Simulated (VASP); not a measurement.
Crystal: ZnSe (Stilleite).

```
Se Zn
1.0
     0.00000    2.83380    2.83380
     2.83380    0.00000    2.83380
     2.83380    2.83380    0.00000
Se Zn
1 1
Direct
  0.75000 0.75000 0.75000
  0.00000 0.00000 0.00000
```

Base run:

| Property | Result |
| --- | --- |
| Program | VASP 6.6.1 |
| Functional | revPBE |
| Potentials or basis | VASP PAW PBE potentials, release 64 (Se, Zn) |
| Cutoff | 520 eV |
| k mesh | 8 × 8 × 8 |
| Occupations | fermi-dirac, width 0.05 eV |
| Spin | no spin polarisation |

Its results: band gap on the k mesh 1.41 eV, direct.

Q: The run is repeated on the same cell with these changes: functional from revPBE to BLYP. What comes out?

A: Band gap on the k mesh 1.27 eV, direct.
